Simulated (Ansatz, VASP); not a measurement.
**Two plane-wave programs on InAs**

```xyz
2
Lattice="0.0000 3.0240 3.0240 3.0240 0.0000 3.0240 3.0240 3.0240 0.0000" Properties=species:S:1:pos:R:3 pbc="T T T"
In    0.0000    0.0000    0.0000
As    4.5360    4.5360    4.5360
```

Alike in both runs: task single point; functional PBEsol; k mesh 10 × 10 × 10; occupations gaussian, width 0.05 eV; no spin polarisation.

|  | VASP | Ansatz |
| --- | --- | --- |
| version | VASP 6.6.1 | Ansatz 0.2.0 |
| potentials or method | VASP PAW PBE potentials, release 64 (In_d, As) | scalar-relativistic, plane waves, PAW |
| plane-wave cutoff (eV) | 520 | 420 |
| valence electrons in the cell | 18 | 28 |

```csv
,VASP,Ansatz,Ansatz less VASP
gap on the k mesh at the Fermi level (eV),none,none,-
pressure (GPa),1.2,1.1,-0.10
```

A gap of «none» marks a metal or a gap that the smearing closes. The functional is the same, so the differences come from potentials, cutoffs and numerics. The two sets of potentials don't hold the same shells in valence.

Caveats: the PAW data sets were made with another functional, which shifts forces and pressure a little (VASP).
